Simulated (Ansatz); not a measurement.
**WS2: other elements on the same sites**

Computed with DFT r2SCAN, scalar-relativistic, plane waves, PAW in Ansatz. (500 eV cutoff, 12×12×2 k-mesh, Gaussian smearing of 0.02 eV, no spin polarisation)

Starting point, cell and atoms relaxed:

```yaml
crystal:
  lattice:
    - [3.18110, 0.00000, 0.00000]
    - [-1.59055, 2.75491, 0.00000]
    - [0.00000, 0.00000, 16.95074]
  atoms:
    - { symbol: W, position: [0.33333, 0.66667, 0.00000] }
    - { symbol: S, position: [0.66667, 0.33333, 0.90802] }
    - { symbol: S, position: [0.66667, 0.33333, 0.09198] }
```

Each substitution replaces an element on all its sites; cell and atoms are then relaxed within the symmetry of the start. The crystals needn't be the stable forms of their compositions. Lengths are those of the primitive cell. Mesh and smearing follow each crystal's size and gap, and all runs are without spin polarisation. Gaps are generalised Kohn–Sham gaps over the whole zone.

Energies of formation count from the elements' standard states in the same functional (gases as molecules, bromine and mercury as crystals, carbon as graphite, phosphorus as black phosphorus), at zero temperature and without zero-point motion.

Spin-orbit coupling is left out, which matters for the bands and energies of heavy elements.

| formula | V (Å³/atom) | a (Å) | b (Å) | c (Å) | gap (eV) | space group | ΔH_f (eV/atom) |
| --- | --- | --- | --- | --- | --- | --- | --- |
| WS2 | 49.52 | 3.181 | 3.181 | 16.951 | 1.90 | P-6m2 (187) | -0.893 |

(1) After S→O, W→Cr, what comes out?

(2) Predict the relaxed crystal after S→Se.

## Answers

(1) CrO2: the volume per atom goes down by 22.74 Å³ to 26.77 Å³ (-45.9 %), the gap is 0.43 eV (indirect), the formation energy is -1.772 eV/atom against -0.893 before, space group P-6m2 (187).

(2) WSe2: the volume per atom increases by 7.10 Å³ to 56.61 Å³ (+14.3 %), the gap is 1.64 eV (direct), the formation energy is -0.596 eV/atom against -0.893 before, space group P-6m2 (187).